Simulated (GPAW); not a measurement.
**ZnS (Wurtzite-6H): single point with PBE**

**What was measured.**

From a printed reference work, monograph, for a bulk crystal of ZnS at 4 K: band gap 3.911 eV (direct).

The system is ZnS (Wurtzite-6H).

```
Zn S
1.0
     3.81200    0.00000    0.00000
    -1.90600    3.30129    0.00000
     0.00000    0.00000   18.68999
Zn S
6 6
Direct
  0.33333 0.66667 0.83333
  0.66667 0.33333 0.33333
  0.66667 0.33333 0.66667
  0.33333 0.66667 0.16667
  0.00000 0.00000 0.50000
  0.00000 0.00000 0.00000
  0.33333 0.66667 0.95833
  0.66667 0.33333 0.45833
  0.66667 0.33333 0.79167
  0.33333 0.66667 0.29167
  0.00000 0.00000 0.62500
  0.00000 0.00000 0.12500
```

```
Program             : GPAW 26.7.0
Task                : single point
Functional          : PBE
Potentials or basis : GPAW PAW data sets (gpaw-data 1.2.1)
Cutoff              : 600 eV
Basis               : pw
k mesh              : 8 × 8 × 2
Occupations         : gaussian, width 0.013 eV
Spin                : no spin polarisation
```

```json
{"Pressure": "2.1 GPa", "Largest force": "0.030 eV/Å", "Band gap on the k mesh": "2.16 eV, direct"}
```

Forces in eV/Å, atoms in the order of the input:
```
Zn   0.000  0.000  0.003
Zn   0.000  0.000  0.003
Zn   0.000  0.000  0.013
Zn   0.000  0.000  0.013
Zn   0.000  0.000 -0.003
Zn   0.000  0.000 -0.003
S    0.000  0.000 -0.030
S    0.000  0.000 -0.030
S    0.000  0.000 -0.007
S    0.000  0.000 -0.007
S    0.000  0.000  0.024
S    0.000  0.000  0.024
```

Levels at points of the mesh, in eV from the valence-band top:
```tsv
k point	band 50	band 51	band 52	band 53	band 54	band 55	band 56	band 57	band 58	band 59
(0.00, 0.00, 0.00)	-0.24	-0.24	-0.02	0.00	0.00	2.16	3.21	3.26	3.33	3.36
(0.00, 0.00, 0.50)	-0.47	-0.07	-0.07	-0.07	-0.07	2.64	2.64	3.27	3.27	3.53
(0.50, 0.50, 0.00)	-1.49	-1.27	-1.26	-1.09	-0.88	3.43	3.56	3.60	3.87	4.03
(0.50, 0.50, 0.50)	-1.61	-1.22	-1.22	-0.99	-0.99	3.36	3.36	3.85	3.85	4.13
```

It took 4 min on 1 thread of Intel(R) Xeon(R) 6975P-C (Granite Rapids), with other jobs on the host, peak memory 0.52 GiB.

Against the measured gap of ZnS, 3.911 eV (direct; 4 K; a printed reference work, monograph), the calculated 2.16 eV is off by -1.75 eV. The value is that of PBE on a finite k mesh, which can miss the band edges, without temperature or zero-point motion. Semilocal functionals fall short of measured gaps as a rule.

Caveat: the cell's inner coordinates are idealised or old, which leaves forces on the atoms.
